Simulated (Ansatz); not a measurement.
# BaTiO3: the cost of one run

Computed with Ansatz 0.2.0 (DFT PBE, scalar-relativistic, unless a step's input says otherwise).

### 1 Starting point

Symmetry: R3m, No. 160, trigonal system. Conventional cell: a = 5.655 Å, b = 5.655 Å, c = 6.953 Å, α = 90.00°, β = 90.00°, γ = 120.00°. Ba (site symmetry 3m) has 12 O at 2.79 to 2.88 Å as nearest neighbours. Ti (site symmetry 3m) has 6 O at 1.88 to 2.14 Å as nearest neighbours. O (site symmetry m) has 2 Ti at 1.88 to 2.14 Å as nearest neighbours.

Coordinates:

```
Ba Ti O
1.0
     2.82767    1.63255    2.31773
    -2.82767    1.63255    2.31773
     0.00000   -3.26511    2.31773
Ba Ti O
1 1 3
Direct
  0.00000 0.00000 0.00000
  0.51400 0.51400 0.51400
  0.49160 0.49160 0.98150
  0.49160 0.98150 0.49160
  0.98150 0.49160 0.49160
```

Atoms are numbered in the order of the input: Ba1, Ti2, O3, O4, O5.

### 2 The deformed structure

Space group R3m before, R3m after.

### 3 LAPW, all electrons

File input.yaml:

```yaml
crystal:
  lattice:
    - [2.7711147944, 1.5999038725, 2.317731608]
    - [-2.7711147944, 1.5999038725, 2.317731608]
    - [0.0, -3.1998077449, 2.317731608]
  atoms:
    - { symbol: Ba, position: [0.0, 0.0, 0.0] }
    - { symbol: Ti, position: [0.514, 0.514, 0.514] }
    - { symbol: O, position: [0.4916, 0.4916, 0.9815] }
    - { symbol: O, position: [0.4916, 0.9815, 0.4916] }
    - { symbol: O, position: [0.9815, 0.4916, 0.4916] }
kpoints:
  mp_grid: { grid: [9, 9, 9] }
  band_path:
    path:
      - [0.0, 0.0, 0.0]
      - [0.5, 0.5, 0.5]
      - [0.5156677, 0.4843323, 0.5]
      - [0.5, -0.4843323, 0.4843323]
      - [0.5, 0.0, 0.0]
      - [0.0, 0.0, 0.0]
      - [0.49216615, -0.49216615, 0.0]
      - [0.50783385, 0.0, 0.49216615]
      - [0.5, 0.0, 0.5]
    npoints: 5
scf:
  occupations: { method: fermi_dirac, width: 0.05 }
hamiltonian:
  xc: pbe
  pseudopotentials: { kind: all_electron, lapw: { basis_error: 0.001 } }
output:
  forces: true
  stress: true
  eigenvalues: true
```

Command:

```console
> ansatz run input.yaml --threads 2 --pin off --max-ram 6144MiB --backend cpu --events-out ev --progress --plain --runs-dir out
```

What time and memory should one allow on 2 threads of Intel Xeon Platinum 8375C at 2.90GHz (Ice Lake), shared host?

About 1.8 min, with a peak of 0.9 GiB.
